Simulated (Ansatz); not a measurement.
Cost and result for the atomization energy of `CCCS` (12 atoms, 11 bonds).

Cartesian coordinates in Å:
```
C 0.616 -0.615 1.165
C 0.100 0.588 0.398
C -0.887 0.240 -0.703
S -0.214 -0.776 -2.046
H 1.118 -1.318 0.497
H 1.324 -0.315 1.939
H -0.205 -1.149 1.653
H 0.939 1.143 -0.036
H -0.399 1.280 1.087
H -1.329 1.140 -1.134
H -1.711 -0.358 -0.302
H 0.648 0.140 -2.517
```

Charge 0, multiplicity 1. All single points use the PBE0-D4/def2-TZVP geometry. It is one conformer, not always the lowest. Program: Ansatz. All runs use 4 threads of an Arm Neoverse V1 on a shared host. Times are those of one run each, without the atoms' runs, and a repeat can differ threefold. Electronic energies, without spin–orbit coupling; frozen cores. CCSD(T)/CBS adds CCSD(T) − MP2 in def2-TZVPP to the MP2 limit, and its time is that of the two runs behind it. T1 = 0.009. B3LYP takes the VWN-RPA correlation (the form of Gaussian; ORCA's B3LYP/G).

CCSD(T)/CBS is a level of theory with its own doubt, some kJ/mol a heavy atom from the limit and from the frozen cores, so smaller differences don't rank the functionals.

| level | functions | wall time | atomization (kJ/mol) | difference from CCSD(T)/CBS | per bond |
| --- | --- | --- | --- | --- | --- |
| revPBE-D4/def2-TZVPP | 247 | 1.9 s | 4436.5 | -17.9 | -1.6 |
| BLYP-D4/def2-TZVPP | 247 | 1.9 s | 4425.7 | -28.7 | -2.6 |
| PBE-D4/def2-TZVPP (with forces) | 247 | 2.2 s | 4525.0 | 70.6 | 6.4 |
| PBE0-D4/def2-TZVPP | 247 | 2.5 s | 4477.6 | 23.2 | 2.1 |
| CAM-B3LYP-D4/def2-TZVPP | 247 | 2.7 s | 4466.7 | 12.3 | 1.1 |
| CCSD(T)/def2-SVP | 100 | 3.2 s | 4260.2 | -194.2 | -17.7 |
| B3LYP-D4/def2-TZVPP (with forces) | 247 | 4 s | 4453.9 | -0.5 | 0.0 |
| r2SCAN-D4/def2-TZVPP (with forces) | 247 | 4.2 s | 4461.6 | 7.2 | 0.7 |
| B97M-V/def2-TZVPP | 247 | 7.5 s | 4468.3 | 13.9 | 1.3 |
| ωB97M-V/def2-TZVPP (with forces) | 247 | 10 s | 4470.5 | 16.1 | 1.5 |
| MP2/def2-QZVPP | 481 | 21 s | 4442.4 | -12.0 | -1.1 |
| CCSD(T)/def2-TZVPP | 247 | 98 s | 4355.4 | -99.0 | -9.0 |
| CCSD(T)/CBS(def2) | – | 120 s | 4454.4 | 0.0 | 0.0 |

Leaving LDA and LC-ωPBE aside and taking each functional with its dispersion term where it has one, the values, not all of them listed here, spread over 166.6 kJ/mol, from BHLYP-D4 to PBE-D4. LDA lies +543.8 kJ/mol from PBE without D4, its usual overbinding. The D4 term adds +34.6 kJ/mol with B3LYP and +18.1 kJ/mol with PBE0; it sums over pairs of atoms, weighted by their polarisabilities, and B3LYP, whose exchange is more repulsive, gets the larger term. From r2SCAN to r2SCAN0 (25 % exact exchange), in def2-TZVPP and without D4, the atomization energy moves by −38.1 kJ/mol: exact exchange takes away binding that semilocal exchange gives to molecules.
